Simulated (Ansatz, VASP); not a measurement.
One calculation of BN, two programs

```xyz
2
Lattice="0.0000 3.4953 2.1661 1.2516 0.0000 2.1661 1.2516 3.4953 0.0000" Properties=species:S:1:pos:R:3 pbc="T T T"
B     1.2516    3.4953    0.0002
N     1.2516    3.4953    2.8881
```

Measurements of this composition are mostly on another form, of space group No. 194.

Alike in both runs: task single point; functional LDA; k mesh 8 × 8 × 8; occupations gaussian, width 0.1 eV; no spin polarisation.

|  | VASP | Ansatz |
| --- | --- | --- |
| version | VASP 6.6.1 | Ansatz 0.2.0 |
| potentials or method | VASP PAW LDA potentials, release 64 (B, N) | scalar-relativistic, plane waves, PAW |
| plane-wave cutoff (eV) | 520 | 420 |
| valence electrons in the cell | 8 | 8 |

Ansatz gave:

```
gap on the k mesh at the Fermi level (eV)       : 3.63
least direct gap on the mesh (eV)               : 4.67
pressure (GPa)                                  : -4.2
largest component of the traceless stress (GPa) : 3.11
rms of the force components (eV/Å)              : 0.006
```

What did VASP give for the same quantities?

gap on the k mesh at the Fermi level (eV): 3.61; least direct gap on the mesh (eV): 4.66; pressure (GPa): -3.8; largest component of the traceless stress (GPa): 2.53; rms of the force components (eV/Å): 0.006.

Atom by atom the forces differ by 0.000 eV/Å (rms over components).

A k mesh can miss the band edges.
